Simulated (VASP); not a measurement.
**From VASP inputs to Ansatz: LiH (zincblende)**

INCAR

```
NBANDS = 9
ENCUT = 600
LWAVE = .FALSE.
EDIFFG = -5E-3
LREAL = .FALSE.
ISMEAR = -1
ISIF = 3
GGA = PE
LCHARG = .FALSE.
NSW = 40
NELM = 120
LASPH = .TRUE.
SIGMA = 0.02
IBRION = 2
EDIFF = 1E-7
PREC = Accurate
```

KPOINTS

```
KPOINTS created by Atomic Simulation Environment
0
Gamma
12 12 12
0 0 0
```

POSCAR

```
Li H
 1.0000000000000000
     0.0000000000000000    1.7091877368999999    1.7091877368999999
     1.7091877368999999    0.0000000000000000    1.7091877368999999
     1.7091877368999999    1.7091877368999999    0.0000000000000000
 Li  H
   1   1
Cartesian
  0.0000000000000000  0.0000000000000000  0.0000000000000000
  0.8545938684500000  0.8545938684500000  0.8545938684500000
```

VASP ran with the recommended PBE PAW datasets (4 valence electrons in the cell).

Question: Translate these files to an Ansatz input.

Answer: 

```yaml
crystal:
  lattice:
    - [0.0, 1.7091877369, 1.7091877369]
    - [1.7091877369, 0.0, 1.7091877369]
    - [1.7091877369, 1.7091877369, 0.0]
  atoms:
    - { symbol: Li, position: [0.0, 0.0, 0.0] }
    - { symbol: H, position: [0.25, 0.25, 0.25] }
kpoints:
  mp_grid: { grid: [12, 12, 12] }
hamiltonian:
  xc: pbe
scf:
  occupations: { method: fermi_dirac, width: 0.02 }
relax:
  f_tol: 0.005
  cell: {}
```

Other inputs would serve too.

```json
{"": "relaxed cell vector lengths", "VASP": "3.027, 3.027, 3.027 Å", "Ansatz": "3.031, 3.031, 3.031 Å"}
{"": "relaxed cell volume", "VASP": "19.62 Å³", "Ansatz": "19.69 Å³"}
```

Datasets and cutoffs are each program's own. VASP's cell holds 4 valence electrons and Ansatz's 4.
